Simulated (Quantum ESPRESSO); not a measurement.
**PbS: zone-centre phonons under several settings**

```
Pb S
1.0
     3.65366    0.00000    0.00000
     0.00000    3.65366    0.00000
     0.00000    0.00000    3.65366
Pb S
1 1
Direct
  0.00000 0.00000 0.00000
  0.50000 0.50000 0.50000
```

Measurements of this composition are mostly on another form, of space group No. 225.

All runs used Quantum ESPRESSO 7.5; k mesh 7 × 7 × 7; relaxed cell; no spin polarisation; cutoff 762 eV.

| level | potentials | occupations | volume (Å³/atom) | pressure (GPa) | lowest optical mode without the field (cm⁻¹) |
| --- | --- | --- | --- | --- | --- |
| LDA | PseudoDojo 0.4.1 SR LDA standard | cold, width 0.2 eV | 22.14 | 0.0 | 66i |
| PBE | PseudoDojo 0.4.1 SR PBE standard | smeared at first, fixed for the response | ? | 0.4 | ? |
| PBEsol | PseudoDojo 0.4.1 SR PBEsol standard | cold, width 0.2 eV | 22.81 | 0.0 | 73i |
| BLYP | PseudoDojo 0.4.1 SR PBE standard | smeared at first, fixed for the response | 26.40 | 0.1 | 123i |
| revPBE | PseudoDojo 0.4.1 SR PBE standard | smeared at first, fixed for the response | 25.01 | 0.2 | 115i |
| RPBE | PseudoDojo 0.4.1 SR PBE standard | smeared at first, fixed for the response | 25.27 | 0.2 | 117i |
| vdW-DF-cx | PseudoDojo 0.4.1 SR PBE standard | cold, width 0.2 eV | 23.15 | 0.0 | 71i |

**Question.** What stands in the row left open?

**Answer.** Volume 24.35 Å³/atom; lowest optical mode without the field 109i cm⁻¹.

Values marked i are imaginary: the cell is unstable against those modes at that level, or the meshes are too thin.

Caveats: some modes are imaginary; on a mesh that holds Γ this program's dielectric tensor can be off by some percent beyond the error of the mesh (some runs); the potentials were made for another functional, which shifts forces and pressure (some runs); the mesh is thin for the phonons of a metal (some runs).

For the row left open. Caveat: some modes are imaginary; on a mesh that holds Γ this program's dielectric tensor can be off by some percent beyond the error of the mesh.
